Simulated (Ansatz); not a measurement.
# TiO2 monolayer (2H): following an unstable mode, part 2 of 3

Wanted: the energy along a soft mode of TiO2 monolayer (2H) and the structure at the end.

Ansatz 0.2.0; DFT LDA, scalar-relativistic, plane waves, PAW.

So far, highest frequency on the path or at a solved wavevector (cm⁻¹): step 2 (phonons on a q mesh) 748. Also lowest frequency on the path (cm⁻¹): step 2 -307.

## Step 3: The mode frozen in, largest atomic shift 0 Å

The mode followed lies at Γ with frequency 307.3i cm⁻¹ and is 2-fold degenerate, the softest among the wavevectors solved. At small amplitude the distorted cell has space group no. 1 by a symmetry search on the positions. The undistorted cell that holds it gives the zero of energy on the same k mesh.

Input file input.yaml:

```yaml
crystal:
  lattice:
    - [2.8240035933, 0.0, 0.0]
    - [-1.4120017967, 2.4456588521, 0.0]
    - [0.0, 0.0, 28.7]
  atoms:
    - { symbol: Ti, position: [0.3333333333, 0.6666666667, 0.3484320557] }
    - { symbol: O, position: [0.6666666667, 0.3333333333, 0.3871158937] }
    - { symbol: O, position: [0.6666666667, 0.3333333333, 0.3097482178] }
  periodic: [true, true, false]
kpoints:
  mp_grid: { grid: [12, 12, 1] }
hamiltonian:
  xc: lda
scf:
  occupations: { method: gaussian, width: 0.02 }
output:
  forces: true
  stress: true
  eigenvalues: true
```

Started as:

```bash
> ansatz run input.yaml --threads 8 --pin off --max-ram 14336MiB --backend cpu --events-out ev --progress --plain --runs-dir out
```

Numbers of over 12 decimals in the logs are rounded to 6 here.

What it wrote:

```text
[...]
Crystal: 3 atoms, lattice volume = 198.218 Å³
Basis set: ecut = 420 eV, 3899 PW (Γ)
Bands: 16, of which v1, the nominal top of the filled ones, is band 12 counted from 1 (11 counted from 0)
Symmetry: 12 space group operations
[...]
k-points: 19 of 144 (time reversal used)
[...]
--- Band table (eV; the first three rows and the last of 19) ---
  k-point 0: bands = [... 8 lower, -11.9365, -10.5108, -10.5108, -9.1976, -5.6258, -4.3864, -4.3864, -4.3739]
  k-point 1: bands = [... 8 lower, -11.8407, -10.7105, -10.6260, -9.0866, -5.8654, -4.4438, -4.4081, -4.2901]
  k-point 2: bands = [... 8 lower, -11.5757, -11.1329, -10.9162, -8.9521, -6.4334, -4.4931, -4.4635, -4.1476]
  k-point 18: bands = [... 8 lower, -12.1477, -11.9656, -10.6472, -9.3144, -7.5052, -5.7804, -3.5292, -3.5126]
[key lines of the parts left out:]
SCF converged after 7 iterations
Free energy (F): -3563.263842 eV
Fermi energy:    -8.301725 eV
P = ½ c Tr σ = -0.0002 N/m
```

Wall time 1.4 s (8 threads of Intel Xeon 6975P-C (Granite Rapids), shared host); peak memory 0.5 GiB.

Numbers from this step:

```yaml
energy_from_the_undistorted_cell: 0 meV/atom
```

## Step 4: The mode frozen in, largest atomic shift 0.22 Å

The atoms are moved along the unstable eigenvector, the largest shift by 0.22 Å, with the cell fixed.

input.yaml, the sections that differ from step 3:

```yaml
crystal:
  lattice:
    - [2.8240035933, 0.0, 0.0]
    - [-1.4120017967, 2.4456588521, 0.0]
    - [0.0, 0.0, 28.7]
  atoms:
    - { symbol: Ti, position: [0.3333333333, 0.6666666667, 0.3484320557] }
    - { symbol: O, position: [0.6343976962, 0.2444801882, 0.3871158937] }
    - { symbol: O, position: [0.6989356371, 0.4221864785, 0.3097482178] }
  periodic: [true, true, false]
# kpoints, hamiltonian, scf, output: as in step 3
```

What it wrote:

```text
[...]
Crystal: 3 atoms, lattice volume = 198.218 Å³
Basis set: ecut = 420 eV, 3899 PW (Γ)
Bands: 16, of which v1, the nominal top of the filled ones, is band 12 counted from 1 (11 counted from 0)
Symmetry: 1 space group operations
[...]
k-points: 74 of 144 (time reversal used)
[...]
--- Band table (eV; the first three rows and the last of 74) ---
  k-point 0: bands = [... 8 lower, -11.8114, -10.3891, -10.3585, -9.1235, -5.3402, -4.8216, -4.7808, -3.3824]
  k-point 1: bands = [... 8 lower, -11.7429, -10.5927, -10.4416, -9.0847, -5.5551, -4.7935, -4.6685, -3.3612]
  k-point 2: bands = [... 8 lower, -11.5889, -11.0311, -10.6176, -9.0837, -6.0167, -4.7323, -4.4832, -3.2912]
  k-point 73: bands = [... 8 lower, -12.1719, -11.4376, -10.2164, -9.2340, -6.5847, -4.3984, -4.3093, -3.1871]
[key lines of the parts left out:]
SCF converged after 10 iterations
Free energy (F): -3563.369611 eV
Fermi energy:    -7.957130 eV
P = ½ c Tr σ = 3.4174 N/m
```

Elapsed: 4.6 s, on 8 threads; peak memory 0.62 GiB.

This step gave:

* gap on the k-mesh: 1.952 eV
* energy from the undistorted cell: -35.26 meV/atom

The energy, extrapolated to zero smearing, is -35.26 meV/atom against the undistorted cell.

## Step 5: Energy along the mode, all amplitudes (two of the runs are shown above)

An imaginary frequency means negative curvature, so the energy should fall and then rise again as anharmonic terms take over.

Numbers from this step:

```
depth at the lowest point sampled  : 35.26 meV/atom
largest atomic shift at that point : 0.22 Å
```

The energy from the parent by largest atomic shift:

```
largest atomic shift (Å)  energy from the parent (meV/atom)
                   0.000                                  0
                   0.040                              -2.87
                   0.080                              -10.3
                   0.140                              -24.5
                   0.220                              -35.3
                   0.320                              -14.3
                   0.450                                101
```

Displacement at unit largest shift by atom:

```
atom  x (Å)  y (Å)  z (Å)  size
 Ti1   0.00   0.00   0.00  0.00
  O2   0.16  -0.99   0.00  1.00
  O3  -0.16   0.99   0.00  1.00
```

The lowest of the steps tried is at 0.22 Å, 35.3 meV/atom below the parent; the bottom of the well need not coincide with a step.

## Step 6: Relaxation from the frozen mode

Starting from the lowest point found, all atoms and the cell are let go, so that strain and other modes of the same symmetry can join in.

Changes to input.yaml since step 4:

```diff
@@ -15,3 +15,3 @@
 scf:
-  occupations: { method: gaussian, width: 0.02 }
+  occupations: { method: fixed }
 output:
@@ -20 +20,10 @@
   eigenvalues: true
+  write_density: true
+  write_potential: true
+  elf: true
+  volumetric_format: npy
+relax:
+  adjacent_minimum: "off"
+  f_tol: 0.002
+  max_steps: 120
+  cell: { stress_2d_tol: 0.005 }
```

What it wrote:

```text
[...]
Crystal: 3 atoms, lattice volume = 198.218 Å³
Basis set: ecut = 420 eV, 3899 PW (Γ)
Bands: 16, of which v1, the nominal top of the filled ones, is band 12 counted from 1 (11 counted from 0)
Symmetry: 1 space group operations
[...]
k-points: 74 of 144 (time reversal used)
[...]
SCF iter   1: F=—  HF=-3563.405344 eV  |F-HF|=—  |Δ(HF+E_count)|=         —  Δρ=1.08e-2  dr2=2.02e-1  ethr=1.77e-3  ⟨swp⟩=7.6  Hψ=7902  notcnv=0  defer=147
[...]
SCF iter  11: F=-3563.369611 eV  HF=-3563.369611 eV  |F-HF|=2.21e-10  |Δ(HF+E_count)|=   1.44e-9  Δρ=4.80e-7  dr2=2.08e-10  ethr=1.88e-11  ⟨swp⟩=10.1  Hψ=9269  notcnv=0
SCF 1 converged in 11 iterations: F = -3563.369611 eV  dr2 = 2.08e-10
[...]
relax step   1: F+E_penalty+E_count = -3563.36961146 eV  Δ(F+E_penalty+E_count) = +0.000e0 eV  max|allowed force component| = 7.663e-1 eV/Å  Δτ_max = 0.0000 Å  P = +3.418 N/m  Ω = 198.218 Å³  fix = [c, alpha, beta]  reactions: c +0.000 N/m; alpha +0.000, beta +0.000 N/m/rad  (11 SCF iters, dr2 threshold 1.00e-7 eV, accepted)
Crystal: 3 atoms, lattice volume = 204.419 Å³
Basis set: ecut = 420 eV, 4007 PW (Γ)
[...]
iter 1 solved again at ethr=3.96e-5 eV; its pass at ethr=3.10e-3 eV (dr2=9.50e-3 eV) is discarded
[...]
SCF iter   9: F=-3563.399176 eV  HF=-3563.399176 eV  |F-HF|=1.12e-9  |Δ(HF+E_count)|=   1.58e-9  Δρ=1.38e-6  dr2=1.79e-9  ethr=1.85e-10  ⟨swp⟩=10.4  Hψ=9682  notcnv=0
SCF 2 converged in 9 iterations: F = -3563.399176 eV  dr2 = 1.79e-9
relax step   2: F+E_penalty+E_count = -3563.39917605 eV  Δ(F+E_penalty+E_count) = -2.956e-2 eV  max|allowed force component| = 5.229e-1 eV/Å  Δτ_max = 0.0299 Å  P = +0.116 N/m  Ω = 204.419 Å³  energy of the carried Pulay correction = -6.155e-3 eV  fix = [c, alpha, beta]  reactions: c -0.000 N/m; alpha +0.000, beta +0.000 N/m/rad  (9 SCF iters, dr2 threshold 3.00e-7 eV, accepted)
Crystal: 3 atoms, lattice volume = 205.584 Å³
Basis set: ecut = 420 eV, 4027 PW (Γ)
[...]
SCF iter  11: F=-3563.424736 eV  HF=-3563.424736 eV  |F-HF|=1.28e-10  |Δ(HF+E_count)|=  2.36e-11  Δρ=2.01e-7  dr2=9.70e-11  ethr=1.00e-12  ⟨swp⟩=8.4  Hψ=8307  notcnv=0
SCF 3 converged in 11 iterations: F = -3563.424736 eV  dr2 = 9.70e-11
relax step   3: F+E_penalty+E_count = -3563.42473554 eV  Δ(F+E_penalty+E_count) = -2.556e-2 eV  max|allowed force component| = 4.669e-1 eV/Å  Δτ_max = 0.0334 Å  P = -0.289 N/m  Ω = 205.584 Å³  energy of the carried Pulay correction = -7.290e-3 eV  fix = [c, alpha, beta]  reactions: c +0.000 N/m; alpha +0.000, beta +0.000 N/m/rad  (11 SCF iters, dr2 threshold 3.00e-7 eV, accepted)
[... from here on, the SCF cycles and remarks between the steps are left out ...]
relax step   4: F+E_penalty+E_count = -3563.58230234 eV  Δ(F+E_penalty+E_count) = -1.576e-1 eV  max|allowed force component| = 9.125e-1 eV/Å  Δτ_max = 0.1925 Å  P = +0.923 N/m  Ω = 210.298 Å³  energy of the carried Pulay correction = -1.182e-2 eV  fix = [c, alpha, beta]  reactions: c +0.000 N/m; alpha +0.000, beta +0.000 N/m/rad  (11 SCF iters, dr2 threshold 3.00e-7 eV, accepted)
relax step   5: F+E_penalty+E_count = -3563.90783915 eV  Δ(F+E_penalty+E_count) = -3.255e-1 eV  max|allowed force component| = 1.498e0 eV/Å  Δτ_max = 0.1955 Å  P = +0.726 N/m  Ω = 215.142 Å³  energy of the carried Pulay correction = -1.636e-2 eV  fix = [c, alpha, beta]  reactions: c -0.000 N/m; alpha +0.000, beta +0.000 N/m/rad  (9 SCF iters, dr2 threshold 3.00e-7 eV, accepted)
relax step   6: F+E_penalty+E_count = -3564.25986237 eV  Δ(F+E_penalty+E_count) = -3.520e-1 eV  max|allowed force component| = 1.461e0 eV/Å  Δτ_max = 0.2000 Å  P = -1.862 N/m  Ω = 217.340 Å³  energy of the carried Pulay correction = -1.839e-2 eV  fix = [c, alpha, beta]  reactions: c +0.000 N/m; alpha +0.000, beta +0.000 N/m/rad  (12 SCF iters, dr2 threshold 3.00e-7 eV, accepted)
relax step   7: F+E_penalty+E_count = -3564.55602460 eV  Δ(F+E_penalty+E_count) = -2.962e-1 eV  max|allowed force component| = 6.212e-1 eV/Å  Δτ_max = 0.1948 Å  P = -1.330 N/m  Ω = 215.910 Å³  energy of the carried Pulay correction = -1.707e-2 eV  fix = [c, alpha, beta]  reactions: c -0.000 N/m; alpha -0.000, beta -0.000 N/m/rad  (9 SCF iters, dr2 threshold 3.00e-7 eV, accepted)
relax step   8: F+E_penalty+E_count = -3564.63075628 eV  Δ(F+E_penalty+E_count) = -7.473e-2 eV  max|allowed force component| = 1.493e-1 eV/Å  Δτ_max = 0.1296 Å  P = +1.633 N/m  Ω = 210.490 Å³  energy of the carried Pulay correction = -1.200e-2 eV  fix = [c, alpha, beta]  reactions: c -0.000 N/m; alpha +0.000, beta +0.000 N/m/rad  (11 SCF iters, dr2 threshold 3.00e-7 eV, accepted)
relax step   9: F+E_penalty+E_count = -3564.63378292 eV  Δ(F+E_penalty+E_count) = -3.027e-3 eV  max|allowed force component| = 9.027e-2 eV/Å  Δτ_max = 0.0095 Å  P = -0.256 N/m  Ω = 212.908 Å³  energy of the carried Pulay correction = -1.428e-2 eV  fix = [c, alpha, beta]  reactions: c -0.000 N/m; alpha -0.000, beta +0.000 N/m/rad  (7 SCF iters, dr2 threshold 3.00e-7 eV, accepted)
relax step  10: F+E_penalty+E_count = -3564.63424990 eV  Δ(F+E_penalty+E_count) = -4.670e-4 eV  max|allowed force component| = 4.209e-3 eV/Å  Δτ_max = 0.0037 Å  P = +0.023 N/m  Ω = 212.816 Å³  energy of the carried Pulay correction = -1.419e-2 eV  fix = [c, alpha, beta]  reactions: c -0.000 N/m; alpha +0.000, beta +0.000 N/m/rad  (6 SCF iters, dr2 threshold 3.00e-7 eV, accepted)
relax step  11: F+E_penalty+E_count = -3564.63419853 eV  Δ(F+E_penalty+E_count) = +5.137e-5 eV  max|allowed force component| = 1.024e-4 eV/Å  Δτ_max = 0.0004 Å  P = +0.000 N/m  Ω = 212.875 Å³  energy of the carried Pulay correction = -1.425e-2 eV  fix = [c, alpha, beta]  reactions: c -0.000 N/m; alpha +0.000, beta +0.000 N/m/rad  (7 SCF iters, dr2 threshold 2.08e-9 eV, accepted)
relax step  12: F+E_penalty+E_count = -3564.65728388 eV  Δ(F+E_penalty+E_count) = -2.309e-2 eV  max|allowed force component| = 7.107e-5 eV/Å  Δτ_max = 0.0000 Å  P = +0.590 N/m  Ω = 212.875 Å³  fix = [c, alpha, beta]  reactions: c +0.000 N/m; alpha +0.000, beta +0.000 N/m/rad  stress off target by 5.90e-1 N/m on what of the cell is left free  SCF on the basis re-selected at this cell (its energy is not comparable with the rows above)  (11 SCF iters)
relax step  13: F+E_penalty+E_count = -3564.65701851 eV  Δ(F+E_penalty+E_count) = +2.654e-4 eV  max|allowed force component| = 7.655e-4 eV/Å  Δτ_max = 0.0030 Å  P = +0.066 N/m  Ω = 213.872 Å³  energy of the carried Pulay correction = -9.711e-4 eV  fix = [c, alpha, beta]  reactions: c +0.000 N/m; alpha +0.000, beta +0.000 N/m/rad  (5 SCF iters, dr2 threshold 3.00e-7 eV, accepted)
relax step  14: F+E_penalty+E_count = -3564.65690708 eV  Δ(F+E_penalty+E_count) = +1.114e-4 eV  max|allowed force component| = 6.203e-4 eV/Å  Δτ_max = 0.0003 Å  P = -0.000 N/m  Ω = 213.993 Å³  energy of the carried Pulay correction = -1.091e-3 eV  fix = [c, alpha, beta]  reactions: c -0.000 N/m; alpha -0.000, beta -0.000 N/m/rad  (7 SCF iters, dr2 threshold 7.49e-9 eV, accepted)
relax step  15: F+E_penalty+E_count = -3564.65690658 eV  Δ(F+E_penalty+E_count) = +4.960e-7 eV  max|allowed force component| = 5.138e-5 eV/Å  Δτ_max = 0.0000 Å  P = -0.000 N/m  Ω = 213.993 Å³  energy of the carried Pulay correction = -1.091e-3 eV  fix = [c, alpha, beta]  reactions: c +0.000 N/m; alpha -0.000, beta -0.000 N/m/rad  (8 SCF iters, accepted)
relax step  16: F+E_penalty+E_count = -3564.65690651 eV  Δ(F+E_penalty+E_count) = +7.582e-8 eV  max|allowed force component| = 8.940e-6 eV/Å  Δτ_max = 0.0000 Å  P = +0.000 N/m  Ω = 213.993 Å³  energy of the carried Pulay correction = -1.091e-3 eV  fix = [c, alpha, beta]  reactions: c -0.000 N/m; alpha -0.000, beta -0.000 N/m/rad  (6 SCF iters, accepted)
relax step  17: F+E_penalty+E_count = -3564.65785003 eV  Δ(F+E_penalty+E_count) = -9.435e-4 eV  max|allowed force component| = 1.411e-5 eV/Å  Δτ_max = 0.0000 Å  P = +0.008 N/m  Ω = 213.993 Å³  fix = [c, alpha, beta]  reactions: c -0.000 N/m; alpha +0.000, beta +0.000 N/m/rad  stress off target by 7.87e-3 N/m on what of the cell is left free  SCF on the basis re-selected at this cell (its energy is not comparable with the rows above)  (10 SCF iters)
relax step  18: F+E_penalty+E_count = -3564.65783608 eV  Δ(F+E_penalty+E_count) = +1.395e-5 eV  max|allowed force component| = 1.421e-5 eV/Å  Δτ_max = 0.0000 Å  P = +0.000 N/m  Ω = 214.008 Å³  energy of the carried Pulay correction = -1.408e-5 eV  fix = [c, alpha, beta]  reactions: c +0.000 N/m; alpha +0.000, beta -0.000 N/m/rad  (4 SCF iters, dr2 threshold 1.04e-10 eV, accepted)
[...]
SCF iter   1: F=—  HF=-3564.657786 eV  |F-HF|=—  |Δ(HF+E_count)|=         —  Δρ=6.77e-7  dr2=6.79e-10  ethr=6.96e-8  ⟨swp⟩=6.7  Hψ=13409  notcnv=0  defer=147
eigensolver tolerance schedule: the retry pair's looser diagonalisation over-reported the residual by 24597.11 of it (diagonalisation noise at 1.23 of the residual, at the tolerance the schedule requests for it); recorded, not acted on — ethr = c·dr2/N_el stays at c = 1.0e-1
SCF iter   2: F=—  HF=-3564.657855 eV  |F-HF|=—  |Δ(HF+E_count)|=   6.83e-5  Δρ=5.51e-7  dr2=1.11e-9  ethr=2.83e-12  ⟨swp⟩=6.6  Hψ=4764  notcnv=0  defer=147
[...]
SCF iter   8: F=-3564.657855 eV  HF=-3564.657855 eV  |F-HF|=3.64e-12  |Δ(HF+E_count)|=  9.09e-12  Δρ=6.72e-9  dr2=9.91e-14  ethr=1.00e-12  ⟨swp⟩=15.3  Hψ=8507  notcnv=0
SCF 19 converged in 8 iterations: F = -3564.657855 eV  dr2 = 9.91e-14
relax step  19: F+E_penalty+E_count = -3564.65785460 eV  Δ(F+E_penalty+E_count) = -1.852e-5 eV  max|allowed force component| = 1.421e-5 eV/Å  Δτ_max = 0.0000 Å  P = +0.000 N/m  Ω = 214.008 Å³  fix = [c, alpha, beta]  reactions: c +0.000 N/m; alpha +0.000, beta +0.000 N/m/rad  stress off target by 3.70e-4 N/m on what of the cell is left free  SCF on the basis re-selected at this cell (its energy is not comparable with the rows above)  (8 SCF iters)
[...]
WARN: The output density's exchange-correlation potential varies sharply where the density is thin. Do not read a vacuum level from v_tot or v_xc, or from such a field of the output density. On a cell that repeats whose density bears no net charge and no dipole along the vacuum's axis use v_es (v_loc + v_h of the components); under efield.dipole_correction with no amplitude use v_es + v_field, which holds any externa [...]
SCF converged after 8 iterations
Free energy (F): -3564.657855 eV
[...]
Internal energy: -3564.657855 eV  (E = F + TS)
E sigma→0 (E₀):  -3564.657855 eV
Fermi energy:    -8.647090 eV
[...]
--- Forces (eV/Å), atoms counted from 1 ---
  atom   1  Ti     0.00000427     0.00002323     0.00029933
  atom   2  O      0.00001069     0.00000093     0.00030287
  atom   3  O      0.00001173     0.00000291     0.00029618
  max |Σ_I F_I| component: 8.98e-4 eV/Å
--- 2D stress c σ (N/m, compression-positive) ---
        0.000368       0.000006       0.000000
        0.000006       0.000354      -0.000000
        0.000000      -0.000000       0.000000
  P = ½ c Tr σ = 0.0004 N/m
--- Band table (eV; the first three rows and the last of 74) ---
  k-point 0: bands = [... 8 lower, -12.4649, -9.3892, -8.7798, -8.7798, -5.8246, -5.8246, -3.9408, -1.2676]
  k-point 1: bands = [... 8 lower, -12.3853, -9.2790, -9.1043, -8.9506, -5.7147, -5.6378, -3.9701, -1.5506]
  k-point 2: bands = [... 8 lower, -12.1029, -10.0361, -9.3169, -8.8594, -5.5316, -5.2394, -4.0682, -2.0297]
  k-point 73: bands = [... 8 lower, -11.2597, -10.4440, -9.8225, -9.3195, -5.5619, -4.6732, -4.5770, -1.7399]
--- Relaxed structure (16 steps of the walk, 16 accepted, 3 SCFs on fresh bases) ---
  F+E_penalty+E_count = -3564.65785460 eV   max|allowed force component| = 1.421e-5 eV/Å   (the final SCF, on the basis selected at the relaxed cell)
  cell:  # Å, volume = 214.0078 Å³
    - [2.934327, -2.7830630084383765e-7, 0]
    - [-1.467164, 2.541202, 0]
    - [0, 0, 28.7]
  atoms:
    - { symbol: Ti, position: [0.222221, 0.444442, 0.348432] }
    - { symbol: O, position: [0.555556, 0.111111, 0.381576] }
    - { symbol: O, position: [0.888890, 0.777780, 0.315288] }
```

Run time: 90 s. Hardware: 8 threads; peak memory 0.76 GiB.

Relaxation path:

```
step  energy less that of the first step (eV)  largest force component (eV/Å)  volume (Å³)
   1                                   0.0000                          0.7663       198.22
   2                                  -0.0296                          0.5229       204.42
   3                                  -0.0551                          0.4669       205.58
   4                                  -0.2127                          0.9125       210.30
   5                                  -0.5382                          1.4983       215.14
   6                                  -0.8903                          1.4605       217.34
   7                                  -1.1864                          0.6212       215.91
   8                                  -1.2611                          0.1493       210.49
   9                                  -1.2642                          0.0903       212.91
  10                                  -1.2646                          0.0042       212.82
  11                                  -1.2646                          0.0001       212.87
 12*                                  -1.2877                          0.0001       212.87
  13                                  -1.2874                          0.0008       213.87
  14                                  -1.2873                          0.0006       213.99
  15                                  -1.2873                          0.0001       213.99
  16                                  -1.2873                          0.0000       213.99
 17*                                  -1.2882                          0.0000       213.99
  18                                  -1.2882                          0.0000       214.01
 19*                                  -1.2882                          0.0000       214.01
```

Relaxation steps marked * repeat the geometry before them on a plane-wave basis chosen anew for their cell, so energy and pressure can jump there.

```
cell as run  before  after  change
      a (Å)   2.824  2.934  +3.9 %
      b (Å)   2.824  2.934  +3.9 %
```

The atoms that moved most (Å, along periodic axes as changes of fractional coordinates times the final cell, across vacuum about the mean position):

```
atom      dx      dy      dz  length
  O3   0.036   0.904   0.159   0.918
 Ti1   0.000  -0.565   0.000   0.565
  O2  -0.036  -0.339  -0.159   0.376
```

Final coordinates:

```xyz
3
Lattice="2.9343 0.0000 0.0000 -1.4672 2.5412 0.0000 0.0000 0.0000 28.7000" Properties=species:S:1:pos:R:3
Ti    0.0000    1.1294   10.0000
O     1.4672    0.2824   10.9512
O     1.4672    1.9765    9.0488
```

Numbers from this step:

| Item | Value |
| --- | --- |
| gap on the k-mesh | 2.822 eV |
| area per atom | 2.486 Å² |

(Continued in part 3 of 3.)

[Logs are printed without paths, hosts, clocks, repeated set-up lines and the standing remarks that a program may print on its own settings, such as how far it seeks lower states.]

[Hosts, paths, dates, database ids (printed as entryN), source tags and the programs' standing remarks are cut or masked in the printed files.]
